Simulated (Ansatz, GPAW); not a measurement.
Given: the input of a run of GPAW 26.7.0 (ASE script) on Li (Lithium). 

File run.py:

```python
from ase.dft.bandgap import bandgap
from ase.io import read, write
from ase.units import GPa
from gpaw import GPAW, PW

atoms = read('POSCAR')

calc = GPAW(mode=PW(800),
            xc='PBE',
            kpts={'size': (11, 11, 11), 'gamma': True},
            occupations={'name': 'methfessel-paxton', 'order': 0, 'width': 0.020999999999999998},
            nbands=6,
            convergence={'density': 1e-05, 'energy': 1e-05},
            maxiter=150,
            txt='gpaw.txt')
atoms.calc = calc
energy = atoms.get_potential_energy()
forces = atoms.get_forces()
stress = atoms.get_stress()
calc.write('gs.gpw')
write('result.traj', atoms)
print(f'Energy: {energy:.6f} eV')
print('Forces (eV/A):')
print(forces.round(4))
print('Stress (GPa):', (stress / GPa).round(3))
print('Fermi level:', round(calc.get_fermi_level(), 4), 'eV')
print(f'Gap: {bandgap(calc)[0]:.4f} eV, direct: {bandgap(calc, direct=True)[0]:.4f} eV')
```

The input POSCAR:

```
Li
1.0
   -1.7546500000      1.7546500000      1.7546500000
    1.7546500000     -1.7546500000      1.7546500000
    1.7546500000      1.7546500000     -1.7546500000
Li
1
Direct
    0.0000000000      0.0000000000      0.0000000000
```

Potentials or basis: GPAW PAW data sets (gpaw-data 1.2.1), pw.

The run is started by

```bash
$ OMP_NUM_THREADS=1 python run.py
```

Q: What does the same run look like in Ansatz 0.2.0? Potentials or basis there: all-electron LAPW, scalar-relativistic.

A: As run (cutoffs and basis follow the program's own potentials, and thresholds, step limits or extra output files can differ):

input.yaml

```yaml
crystal:
  lattice:
    - [-1.75465, 1.75465, 1.75465]
    - [1.75465, -1.75465, 1.75465]
    - [1.75465, 1.75465, -1.75465]
  atoms:
    - { symbol: Li, position: [0.0, 0.0, 0.0] }
kpoints:
  mp_grid: { grid: [11, 11, 11] }
scf:
  occupations: { method: gaussian, width: 0.021 }
hamiltonian:
  xc: pbe
  pseudopotentials: { kind: all_electron, lapw: { basis_error: 0.001 } }
output:
  forces: true
  stress: true
  eigenvalues: true
```

Potentials or basis: all-electron LAPW, scalar-relativistic.

Launch:

```sh
$ ansatz run input.yaml --threads 1 --pin off --max-ram 3072MiB --backend cpu --events-out ev --progress --plain --runs-dir out
```

Both were run:

|  | GPAW | Ansatz |
| --- | --- | --- |
| Pressure | -0.8 GPa | -0.8 GPa |

Where Ansatz's input types no cutoff or centring, it takes its own default and a Γ-centred mesh.

Pressure is positive in compression.
